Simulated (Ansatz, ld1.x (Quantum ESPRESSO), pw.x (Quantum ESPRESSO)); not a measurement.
Equation-of-state test of one TM potential (technetium)

* Element: Tc
* Generator: ld1.x (Quantum ESPRESSO) 7.5
* Type: norm-conserving Troullier–Martins (Kleinman–Bylander form)
* Functional: PBE
* Relativity: scalar-relativistic
* Frozen core: [Kr]
* Valence charge: 7
* Reference configuration: 4d5 5s2 5p0
* Partial waves: 5p (bound, empty): rc 2.85 bohr; 4d (bound): rc 1.55 bohr; 5s (bound): rc 2.95 bohr
* Local potential: the s channel
* Core correction: none

Atomic tests: cutoffs needed: 50 Ry and 60 Ry (the cutoffs (Ry, on a coarse ladder) from which the occupation-weighted sum of valence levels, in a spherical-Bessel basis at the reference potential, stays within 10 and 1 mRy of its value at 400 Ry); ghost test: no extra level below or beside the all-electron valence levels (p, d, s, f tested) (spherical-Bessel basis up to 400 Ry, 20 bohr box); largest excitation error: -115 meV (all-electron minus pseudo) for 4d4 5s2 5p1, out of 7 test configurations.

Crystal test: bcc Tc in pw.x 7.5, no spin, 15³ k-points, Fermi–Dirac smearing 0.01 Ry, cutoffs 75/300 Ry. The reference is all-electron LAPW (Ansatz 0.2.0) with the same functional, mesh and smearing; V0 and B0 come from Birch–Murnaghan fits to the pressures at five volumes. Errors are pseudo minus all-electron; Δ is the rms difference of the E(V) curves that follow from these fits, minima aligned, over ±6 % about the mean V0. Mesh and smearing are coarse, so the numbers serve the comparison and aren't converged zero-temperature values; the lattice is a test structure that the element need not adopt.

All-electron: a0 = 3.083 Å (V0 = 14.65 Å³/atom), B0 = 289.0 GPa.

How far does the potential miss the all-electron equation of state?

mean pressure error (GPa): +21.70. The pressure does not cross zero within the volumes sampled, so no fit is given. The largest radius (2.95 bohr) exceeds half the bond length (2.52 bohr), so the spheres overlap, which is one possible source of error among others. This is a poor potential for the solid.

```
V (Å³/atom)  P all-electron (GPa)  P pseudo (GPa)
     13.899                 17.20           43.17
     14.265                  8.23           31.83
     14.631                  0.42           21.90
     14.997                 -6.37           13.20
     15.363                -12.28            5.58
```

At the middle volume, how do free energy and pressure move when the wave cutoff is lowered (ecutrho kept at four times it)?

```json
{"cutoff (Ry)": "34", "shift of F (meV/atom)": "+1503.0", "shift of P (GPa)": "-67.22"}
{"cutoff (Ry)": "45", "shift of F (meV/atom)": "+169.7", "shift of P (GPa)": "-11.88"}
{"cutoff (Ry)": "60", "shift of F (meV/atom)": "+2.6", "shift of P (GPa)": "-0.40"}
```

The run at the middle volume (120 k-points, 7 iterations) took about 16 s on one core of a shared host (Neoverse-V1, 32 threads, 247 GiB, load 11).
